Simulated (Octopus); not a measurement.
## V in Octopus: the effect of functional

Crystal: V.

```
V
1.0
    -1.51435    1.51435    1.51435
     1.51435   -1.51435    1.51435
     1.51435    1.51435   -1.51435
V
1
Cartesian
  0.0000 0.0000 0.0000
```

Alike in all runs:

| Property | Result |
| --- | --- |
| Program | Octopus 16.4 |
| Task | single point |
| Potentials or basis | hgh_lda (LDA) |
| Grid spacing | 0.164 Å |
| k mesh | 10 × 10 × 10 |
| Occupations | fermi-dirac, width 0.05 eV |
| Spin | collinear spin, ferromagnetic start |
| Starting moments | [2.0] μB |

```tsv
functional	moment (μB)
PBE	?
LDA	2.75
r2SCAN	1.49
SCAN	1.58
TPSS	2.72
```

Q: What does the run with functional PBE give?

A: Moment 1.84 μB.

Caveats: this is an older set of potentials, less accurate than current ones.
